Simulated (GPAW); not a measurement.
# ZnSe (Stilleite) (F-43m) in GPAW: settings compared

Aim: see how the results for ZnSe (Stilleite) move with the level of theory and the settings. Levels: SOGGA, RPBE+TS, vdW-DF2, PBE. Tasks: gruneisen, ts, phonons, energy-loss spectrum.

All numbers are computed with GPAW 26.7.0; they aren't measurements. Logs are shortened: lines on timing, memory, paths and dates and some standing lists are left out, and cuts for length are marked. The log counts tension as positive stress, the text compression.

**What was measured.**

From “Alloy Disordering Effects on the Thermal Conductivity and Energy Gap Temperature Dependence of Cd1−xZnxSe Ternary Crystals Grown by the Bridgman Method”, 2023, pmc:10253836, for a bulk crystal of ZnSe at 300 K: band gap 2.695 ± 0.003 eV (an exciton energy, a little under the gap).

The runs below are set against these values where they give the same quantity.

## Step 1: The crystal as given

Symmetry: F-43m, No. 216, cubic system. Conventional cell: a = 5.668 Å, b = 5.668 Å, c = 5.668 Å, α = 90.00°, β = 90.00°, γ = 90.00°. Se (site symmetry -43m) is surrounded by 4 Zn at 2.45 Å. Zn (site symmetry -43m) is surrounded by 4 Se at 2.45 Å.

## Step 2: Gruneisen, SOGGA

Contents of run.py:

```python
import json
import numpy as np
import spglib
from ase import Atoms
from ase.constraints import FixSymmetry
from ase.filters import FrechetCellFilter
from ase.io import read, write
from ase.optimize import BFGS
from phonopy import Phonopy
from phonopy.structure.atoms import PhonopyAtoms
from gpaw import GPAW, PW, setup_paths

setup_paths.insert(0, '.')

atoms = read('ZnSe.cif')
cell, positions, numbers = spglib.find_primitive(
    (atoms.cell[:], atoms.get_scaled_positions(), atoms.numbers), symprec=1e-4)
atoms = Atoms(numbers, cell=cell, scaled_positions=positions, pbc=True)

calc = GPAW(mode=PW(510),
            xc='GGA_X_SOGGA+GGA_C_PBE_SOL',
            kpts={'size': (4, 4, 4), 'gamma': True},
            occupations={'name': 'fermi-dirac', 'width': 0.05},
            nbands=18,
            convergence={'density': 1e-06, 'eigenstates': 1e-09},
            maxiter=80,
            txt='gpaw.txt')
atoms.calc = calc
atoms.set_constraint(FixSymmetry(atoms))
BFGS(FrechetCellFilter(atoms), trajectory='relax.traj', logfile='-').run(fmax=0.005, steps=40)
atoms.set_constraint()
energy = atoms.get_potential_energy()
forces = atoms.get_forces()
stress = atoms.get_stress()
calc.write('gs.gpw')
write('result.traj', atoms)
print('Cell:', atoms.cell.cellpar().round(4))
print(atoms.get_scaled_positions().round(5))

def force_constants(scale):
    unit = PhonopyAtoms(symbols=atoms.get_chemical_symbols(), cell=atoms.cell[:] * scale**(1 / 3),
                        scaled_positions=atoms.get_scaled_positions())
    ph = Phonopy(unit, supercell_matrix=np.diag([2, 2, 2]), primitive_matrix=np.eye(3), symprec=1e-4)
    ph.generate_displacements(distance=0.01)
    forces = []
    for i, sc in enumerate(ph.supercells_with_displacements):
        a = Atoms(sc.symbols, cell=sc.cell, scaled_positions=sc.scaled_positions, pbc=True)
        c = GPAW(mode=PW(510),
                 xc='GGA_X_SOGGA+GGA_C_PBE_SOL',
                 kpts={'size': (2, 2, 2), 'gamma': True},
                 occupations={'name': 'fermi-dirac', 'width': 0.05},
                 nbands=101,
                 convergence={'density': 1e-06, 'eigenstates': 1e-09},
                 maxiter=80,
                 txt=f'disp-{scale:.3f}-{i:02d}.txt')
        a.calc = c
        f = a.get_forces()
        forces.append(f - f.mean(axis=0))
        print(f'displacement {i}: drift', f.mean(axis=0).round(5), flush=True)
    ph.forces = forces
    ph.produce_force_constants()
    ph.symmetrize_force_constants()
    return ph

qpoints = [[0.0, 0.0, 0.0], [0.0, 0.0, 0.5], [0.0, 0.5, 0.0], [0.0, 0.5, 0.5], [0.5, 0.0, 0.0], [0.5, 0.0, 0.5], [0.5, 0.5, 0.0], [0.5, 0.5, 0.5]]
results = {}
for scale in [0.99, 1.0, 1.01]:
    ph = force_constants(scale)
    ph.run_qpoints(qpoints)
    nu = ph.qpoints.frequencies * 33.35641  # THz to cm^-1
    results[f'{scale:.3f}'] = nu.tolist()
    for qp, f in zip(qpoints, nu):
        print(scale, np.round(qp, 4), f.round(2))

lo, mid, hi = (np.array(results[x]) for x in ('0.990', '1.000', '1.010'))
gamma = np.where(abs(mid) > 5, -(hi - lo) / (np.log(1.01 / 0.99) * np.where(abs(mid) > 5, mid, 1)), 0)
results['gamma'] = gamma.tolist()
print('Mode Grueneisen parameters:')
print(gamma.round(3))
json.dump(results, open('phonons.json', 'w'))
```

Contents of ZnSe.cif:

```cif
data_ZnSe
_cell_length_a 5.66760000
_cell_length_b 5.66760000
_cell_length_c 5.66760000
_cell_angle_alpha 90.00000000
_cell_angle_beta 90.00000000
_cell_angle_gamma 90.00000000
_space_group_name_H-M_alt 'F-43m'
_space_group_name_Hall 'F -4 2 3'
_space_group_IT_number 216
loop_
_space_group_symop_operation_xyz
'x,y,z'
'y,-x,-z'
'-x,-y,z'
'-y,x,-z'
'x,-y,-z'
'y,x,z'
'-x,y,-z'
'-y,-x,z'
'z,x,y'
'-z,y,-x'
'z,-x,-y'
'-z,-y,x'
'-z,x,-y'
'z,y,x'
'-z,-x,y'
'z,-y,-x'
'y,z,x'
'-x,-z,y'
'-y,z,-x'
'x,-z,-y'
'-y,-z,x'
'x,z,y'
'y,-z,-x'
'-x,z,-y'
'x,y+1/2,z+1/2'
'y,-x+1/2,-z+1/2'
'-x,-y+1/2,z+1/2'
'-y,x+1/2,-z+1/2'
'x,-y+1/2,-z+1/2'
'y,x+1/2,z+1/2'
'-x,y+1/2,-z+1/2'
'-y,-x+1/2,z+1/2'
'z,x+1/2,y+1/2'
'-z,y+1/2,-x+1/2'
'z,-x+1/2,-y+1/2'
'-z,-y+1/2,x+1/2'
'-z,x+1/2,-y+1/2'
'z,y+1/2,x+1/2'
'-z,-x+1/2,y+1/2'
'z,-y+1/2,-x+1/2'
'y,z+1/2,x+1/2'
'-x,-z+1/2,y+1/2'
'-y,z+1/2,-x+1/2'
'x,-z+1/2,-y+1/2'
'-y,-z+1/2,x+1/2'
'x,z+1/2,y+1/2'
'y,-z+1/2,-x+1/2'
'-x,z+1/2,-y+1/2'
'x+1/2,y,z+1/2'
'y+1/2,-x,-z+1/2'
'-x+1/2,-y,z+1/2'
'-y+1/2,x,-z+1/2'
'x+1/2,-y,-z+1/2'
'y+1/2,x,z+1/2'
'-x+1/2,y,-z+1/2'
'-y+1/2,-x,z+1/2'
'z+1/2,x,y+1/2'
'-z+1/2,y,-x+1/2'
'z+1/2,-x,-y+1/2'
'-z+1/2,-y,x+1/2'
'-z+1/2,x,-y+1/2'
'z+1/2,y,x+1/2'
'-z+1/2,-x,y+1/2'
'z+1/2,-y,-x+1/2'
'y+1/2,z,x+1/2'
'-x+1/2,-z,y+1/2'
'-y+1/2,z,-x+1/2'
'x+1/2,-z,-y+1/2'
'-y+1/2,-z,x+1/2'
'x+1/2,z,y+1/2'
'y+1/2,-z,-x+1/2'
'-x+1/2,z,-y+1/2'
'x+1/2,y+1/2,z'
'y+1/2,-x+1/2,-z'
'-x+1/2,-y+1/2,z'
'-y+1/2,x+1/2,-z'
'x+1/2,-y+1/2,-z'
'y+1/2,x+1/2,z'
'-x+1/2,y+1/2,-z'
'-y+1/2,-x+1/2,z'
'z+1/2,x+1/2,y'
'-z+1/2,y+1/2,-x'
'z+1/2,-x+1/2,-y'
'-z+1/2,-y+1/2,x'
'-z+1/2,x+1/2,-y'
'z+1/2,y+1/2,x'
'-z+1/2,-x+1/2,y'
'z+1/2,-y+1/2,-x'
'y+1/2,z+1/2,x'
'-x+1/2,-z+1/2,y'
'-y+1/2,z+1/2,-x'
'x+1/2,-z+1/2,-y'
'-y+1/2,-z+1/2,x'
'x+1/2,z+1/2,y'
'y+1/2,-z+1/2,-x'
'-x+1/2,z+1/2,-y'
loop_
_atom_site_label
_atom_site_type_symbol
_atom_site_symmetry_multiplicity
_atom_site_Wyckoff_symbol
_atom_site_fract_x
_atom_site_fract_y
_atom_site_fract_z
_atom_site_occupancy
Se1 Se 4 c 0.2500000000 0.2500000000 0.2500000000 1
Zn1 Zn 4 a 0.0000000000 0.0000000000 0.0000000000 1
```

Potentials or basis: PAW data sets generated in the run's folder for this functional, pw.

Run with:

```console
$ gpaw-setup -f GGA_X_SOGGA+GGA_C_PBE_SOL Se Zn
$ OMP_NUM_THREADS=1 python run.py
```

gpaw.txt:

```text
__  _  _
 | _ |_)|_||  |
 |__||  | ||/\| - 26.7.0

Input parameters:
  mode=PW(ecut=510.0),
  convergence={'density': 1e-06, 'eigenstates': 1e-09},
  kpts=MonkhorstPack(size=(4, 4, 4), gamma=True),
  maxiter=80,
  nbands=18,
  occupations=Occupations(name='fermi-dirac', width=0.05),
  xc=XC(name='GGA_X_SOGGA+GGA_C_PBE_SOL')

Diagonalizing LCAO Hamiltonian
Converting LCAO to pw mode

           Se

       Zn

Atoms  # Å, Bohr magnetons
|   | symbol |        x |        y |        z |    initial magnetic moments |
|---|--------|----------|----------|----------|-----------------------------|
| 0 |     Se | 1.416900 | 1.416900 | 1.416900 | ( 0.0000,  0.0000,  0.0000) |
| 1 |     Zn | 0.000000 | 0.000000 | 0.000000 | ( 0.0000,  0.0000,  0.0000) |

Unit cell  # Å
| periodic |        x |        y |        z |  lengths |    angles |
|----------|----------|----------|----------|----------|-----------|
|      yes | 0.000000 | 2.833800 | 2.833800 | 4.007598 | 60.000000 |
|      yes | 2.833800 | 0.000000 | 2.833800 | 4.007598 | 60.000000 |
|      yes | 2.833800 | 2.833800 | 0.000000 | 4.007598 | 60.000000 |
[... 157 lines left out ...]
SCF iterations
|iter     | |      energy | eigst |  dens |
|---------|-|-------------|-------|-------|
|iter:   1| |   -7.117675 | -0.27 |       |
|iter:   2| |   -7.057489 | -2.23 | -1.25 |
|iter:   3| |   -6.864438 | -1.66 | -1.29 |
|iter:   4| |   -6.862300 | -2.71 | -1.83 |
|iter:   5| |   -6.862986c| -4.06 | -2.33 |
|iter:   6| |   -6.862969c| -4.59 | -3.09 |
|iter:   7| |   -6.862984c| -5.86 | -3.60 |
|iter:   8| |   -6.862987c| -6.60 | -4.00 |
|iter:   9| |   -6.862987c| -8.66 | -5.24 |
|iter:  10| |   -6.862987c| -9.62c| -5.64 |
|iter:  11| |   -6.862987c| -9.91c| -6.62c|

Converged in 11 steps
Energy contributions relative to reference atoms: (reference = -114880.290878)

Energy contributions:
  Kinetic:          10.563526
  Coulomb:          -8.847934
  Zero:             -0.051766
  External:          0.000000
  Xc:               -8.526813
  Entropy:          -0.000001
  Spinorbit:         0.000000
  ----------------------------
  Free energy:      -6.862988
  Extrapolated:     -6.862987
[... 26 lines left out ...]
Gap: 1.151 eV
Transition (v -> c):
  (s=0, k=0, n=8, [0.00, 0.00, 0.00]) -> (s=0, k=0, n=9, [0.00, 0.00, 0.00])
No difference between direct/indirect transitions

Stress tensor  # eV/Ang^3
|         x |         y |         z |
|-----------|-----------|-----------|
|  0.006752 | -0.000000 |  0.000000 |
| -0.000000 |  0.006752 | -0.000000 |
|  0.000000 | -0.000000 |  0.006752 |

Forces  # eV/Ang
|        x |        y |        z |
|----------|----------|----------|
|  0.00000 | -0.00000 | -0.00000 |  # Se   0
| -0.00000 | -0.00000 | -0.00000 |  # Zn   1

Interpolating wave functions to new cell

           Se

       Zn

Atoms  # Å, Bohr magnetons
|   | symbol |         x |         y |         z |    initial magnetic moments |
|---|--------|-----------|-----------|-----------|-----------------------------|
| 0 |     Se |  1.415346 |  1.415346 |  1.415346 | ( 0.0000,  0.0000,  0.0000) |
| 1 |     Zn | -0.000000 | -0.000000 | -0.000000 | ( 0.0000,  0.0000,  0.0000) |

[... 17 lines left out ...]
|  6 |  σ   |  0, 1, 0,  1, 0, 0,  0, 0, 1 |
|  7 |  C3  |  0, 1, 0,  0, 0, 1,  1, 0, 0 |
|  8 |  C2  |  0, 1,-1,  1, 0,-1,  0, 0,-1 |
[... 143 lines left out ...]
SCF iterations
|iter     | |      energy | eigst |  dens |
|---------|-|-------------|-------|-------|
|iter:   1| |   -6.863984 | -2.81 |       |
|iter:   2| |   -6.863918 | -4.79 | -2.73 |
|iter:   3| |   -6.863602c| -4.86 | -2.78 |
|iter:   4| |   -6.863591c| -5.82 | -3.48 |
|iter:   5| |   -6.863590c| -7.04 | -3.95 |
|iter:   6| |   -6.863590c| -7.81 | -4.63 |
|iter:   7| |   -6.863590c| -8.79 | -5.07 |
|iter:   8| |   -6.863590c|-10.01c| -5.77 |
|iter:   9| |   -6.863590c| -9.24c| -6.21c|

Converged in 9 steps
Energy contributions relative to reference atoms: (reference = -114880.290878)

Energy contributions:
  Kinetic:          10.768796
  Coulomb:          -9.008315
  Zero:             -0.052350
  External:          0.000000
  Xc:               -8.571721
  Entropy:          -0.000001
  Spinorbit:         0.000000
  ----------------------------
  Free energy:      -6.863590
  Extrapolated:     -6.863590
[... 26 lines left out ...]
Gap: 1.164 eV
Transition (v -> c):
  (s=0, k=0, n=8, [0.00, 0.00, 0.00]) -> (s=0, k=0, n=9, [0.00, 0.00, 0.00])
No difference between direct/indirect transitions

Stress tensor  # eV/Ang^3
|        x |         y |         z |
|----------|-----------|-----------|
| 0.005517 |  0.000000 |  0.000000 |
| 0.000000 |  0.005517 | -0.000000 |
| 0.000000 | -0.000000 |  0.005517 |

Forces  # eV/Ang
|       x |        y |        z |
|---------|----------|----------|
| 0.00000 | -0.00000 | -0.00000 |  # Se   0
| 0.00000 | -0.00000 |  0.00000 |  # Zn   1

Interpolating wave functions to new cell

           Se
[... 172 lines left out ...]
SCF iterations
|iter     | |      energy | eigst |  dens |
|---------|-|-------------|-------|-------|
|iter:   1| |   -6.872657 | -1.53 |       |
|iter:   2| |   -6.871369 | -3.52 | -2.09 |
|iter:   3| |   -6.865195c| -3.58 | -2.14 |
|iter:   4| |   -6.864958c| -4.53 | -2.84 |
|iter:   5| |   -6.864941c| -5.75 | -3.31 |
|iter:   6| |   -6.864941c| -6.56 | -4.00 |
|iter:   7| |   -6.864941c| -7.51 | -4.44 |
|iter:   8| |   -6.864941c| -8.79 | -5.12 |
|iter:   9| |   -6.864941c| -9.51c| -5.57 |
|iter:  10| |   -6.864941c|-10.35c| -6.73c|

Converged in 10 steps
Energy contributions relative to reference atoms: (reference = -114880.290878)

Energy contributions:
  Kinetic:          11.679791
  Coulomb:          -9.720921
  Zero:             -0.053340
  External:          0.000000
  Xc:               -8.770471
  Entropy:          -0.000000
  Spinorbit:         0.000000
  ----------------------------
  Free energy:      -6.864941
  Extrapolated:     -6.864941
[... 26 lines left out ...]
Gap: 1.222 eV
Transition (v -> c):
  (s=0, k=0, n=8, [0.00, 0.00, 0.00]) -> (s=0, k=0, n=9, [0.00, 0.00, 0.00])
No difference between direct/indirect transitions

Stress tensor  # eV/Ang^3
|         x |         y |         z |
|-----------|-----------|-----------|
| -0.000291 |  0.000000 | -0.000000 |
|  0.000000 | -0.000291 |  0.000000 |
| -0.000000 |  0.000000 | -0.000291 |

Forces  # eV/Ang
|        x |       y |        z |
|----------|---------|----------|
| -0.00000 | 0.00000 | -0.00000 |  # Se   0
| -0.00000 | 0.00000 |  0.00000 |  # Zn   1

Interpolating wave functions to new cell

           Se
[... 172 lines left out ...]
SCF iterations
|iter     | |      energy | eigst |  dens |
|---------|-|-------------|-------|-------|
|iter:   1| |   -6.864959 | -4.12 |       |
|iter:   2| |   -6.864956 | -6.11 | -3.39 |
|iter:   3| |   -6.864945c| -6.18 | -3.43 |
|iter:   4| |   -6.864945c| -7.12 | -4.08 |
|iter:   5| |   -6.864945c| -8.28 | -4.53 |
|iter:   6| |   -6.864945c| -8.92 | -5.20 |
|iter:   7| |   -6.864945c|-10.01c| -5.69 |
|iter:   8| |   -6.864945c|-10.45c| -6.39c|

Converged in 8 steps
Energy contributions relative to reference atoms: (reference = -114880.290878)

Energy contributions:
  Kinetic:          11.633849
  Coulomb:          -9.684905
  Zero:             -0.053326
  External:          0.000000
  Xc:               -8.760563
  Entropy:          -0.000000
  Spinorbit:         0.000000
  ----------------------------
  Free energy:      -6.864946
  Extrapolated:     -6.864945
[... 26 lines left out ...]
Gap: 1.219 eV
Transition (v -> c):
  (s=0, k=0, n=8, [0.00, 0.00, 0.00]) -> (s=0, k=0, n=9, [0.00, 0.00, 0.00])
No difference between direct/indirect transitions

Stress tensor  # eV/Ang^3
|        x |        y |        z |
|----------|----------|----------|
| 0.000008 | 0.000000 | 0.000000 |
| 0.000000 | 0.000008 | 0.000000 |
| 0.000000 | 0.000000 | 0.000008 |

Forces  # eV/Ang
|       x |        y |        z |
|---------|----------|----------|
| 0.00000 | -0.00000 | -0.00000 |  # Se   0
| 0.00000 | -0.00000 |  0.00000 |  # Zn   1

# Writing to gs.gpw (mode='')
```

Run time: 13 min. Hardware: 1 thread of AMD EPYC 9R45 (Zen 5), shared host; peak memory 0.78 GiB.

The run converged, but some of its settings lie outside the range that counts as converged, so its numbers aren't taken as properties of the crystal.

What came out:

```
Free energy                                        : -6.8649 eV
Relaxed volume                                     : 22.37 Å³/atom
Relaxed cell                                       : a = 3.985 Å, b = 3.985 Å, c = 3.985 Å, α = 60.00°, β = 60.00°, γ = 60.00°
Space group after relaxing (to 0.05 Å)             : F-43m (No. 216)
Pressure after relaxing                            : 0.0 GPa
Band gap on the k mesh                             : 1.22 eV, direct
Highest phonon frequency, LO-TO splitting left out : 213 cm⁻¹
```

Caveat: the k mesh is coarse; the cutoff is short for stress and forces, so pressures can be off by a GPa or more; the density grid can change from cell to cell, which puts small steps into energies and stress; the LO-TO splitting is left out.

(Part 1 of 3 ends here.)
